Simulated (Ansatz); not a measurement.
Bi (fcc)

The computed numbers are results of PBE, scalar-relativistic (no spin polarisation) in the plane-wave PAW code Ansatz at 420 eV, Γ-centred 14×14×14 mesh, 0.05 eV Gaussian smearing. The datasets are Ansatz's generated set soft_2.

```cif
data_structure
_symmetry_space_group_name_H-M 'P 1'
_symmetry_Int_Tables_number 1
_cell_length_a 3.5603
_cell_length_b 3.5603
_cell_length_c 3.5603
_cell_angle_alpha 60.000
_cell_angle_beta 60.000
_cell_angle_gamma 60.000
_cell_volume 31.91
loop_
_atom_site_label
_atom_site_type_symbol
_atom_site_fract_x
_atom_site_fract_y
_atom_site_fract_z
_atom_site_occupancy
Bi1 Bi 0.00000 0.00000 0.00000 1
```

At room temperature and ambient pressure Bi takes another structure.

Cell and atoms are those of this level's equilibrium.

Path: Γ–X–U | K–Γ–L–W–X, with Γ = (0.000, 0.000, 0.000), X = (0.500, 0.000, 0.500), U = (0.625, 0.250, 0.625), K = (0.375, 0.375, 0.750), L = (0.500, 0.500, 0.500), W = (0.500, 0.250, 0.750) in reciprocal vectors of the calculation's cell.

Question: Is it a metal or an insulator, and if it has a gap, where are the band edges on this path?

Answer: A metal: bands cross the Fermi level.

Levels between -6 and 6 eV from the Fermi level at the path's named points:
| point | below E_F (eV) | above E_F (eV) |
| --- | --- | --- |
| Γ |  | 4.76 4.76 4.76 |
| X | -4.38 | 0.33 0.33 4.00 5.19 |
| U and K | -3.52 -2.54 | 1.11 5.09 |
| L | -5.17 | 3.23 3.23 |
| W | -2.72 -2.72 -1.11 |  |

With 15 valence electrons in the calculation's cell and no magnetic order, the bands, two electrons each, can't all be full or empty: band theory demands a metal.

Spin–orbit coupling, which matters for such heavy elements, is left out.
